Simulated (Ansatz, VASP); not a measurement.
# One calculation of Al, two programs

The input INCAR:

```
  PREC = Accurate
  ENCUT = 520
  EDIFF = 1E-6
  ISMEAR = 0
  SIGMA = 0.15
  LREAL = F
  LASPH = T
  NELM = 100
  ALGO = Normal
  ISIF = 2
  LWAVE = F
  LCHARG = F
  GGA = CA
  NBANDS = 8
```

The input KPOINTS:

```
regular mesh
0
Gamma
  20 20 20
```

File POSCAR:

```
Al
1.0
    0.0000000000      1.9733805000      1.9733805000
    1.9733805000      0.0000000000      1.9733805000
    1.9733805000      1.9733805000      0.0000000000
Al
1
Direct
    0.0000000000      0.0000000000      0.0000000000
```

Input for Ansatz:

```yaml
crystal:
  lattice:
    - [0.0, 1.9733805, 1.9733805]
    - [1.9733805, 0.0, 1.9733805]
    - [1.9733805, 1.9733805, 0.0]
  atoms:
    - { symbol: Al, position: [0.0, 0.0, 0.0] }
basis:
  ecutwfc: 420
kpoints:
  mp_grid: { grid: [20, 20, 20] }
hamiltonian:
  xc: lda
scf:
  occupations: { method: gaussian, width: 0.15 }
output:
  forces: true
  stress: true
  eigenvalues: true
```

Change from the starting cell: strain -0.025 along x and y, -0.025 along z, atoms carried along.

Alike in both runs: task single point; functional LDA; k mesh 20 × 20 × 20; occupations gaussian, width 0.15 eV; no spin polarisation.

|  | VASP | Ansatz |
| --- | --- | --- |
| version | VASP 6.6.1 | Ansatz 0.2.0 |
| potentials or method | VASP PAW LDA potentials, release 64 (Al) | scalar-relativistic, plane waves, PAW |
| plane-wave cutoff (eV) | 520 | 420 |
| valence electrons in the cell | 3 | 3 |

|  | VASP | Ansatz | Ansatz less VASP |
| --- | --- | --- | --- |
| gap on the k mesh at the Fermi level (eV) | none | none | - |
| pressure (GPa) | 2.5 | 2.4 | -0.10 |

A gap of «none» marks a metal or a gap that the smearing closes.
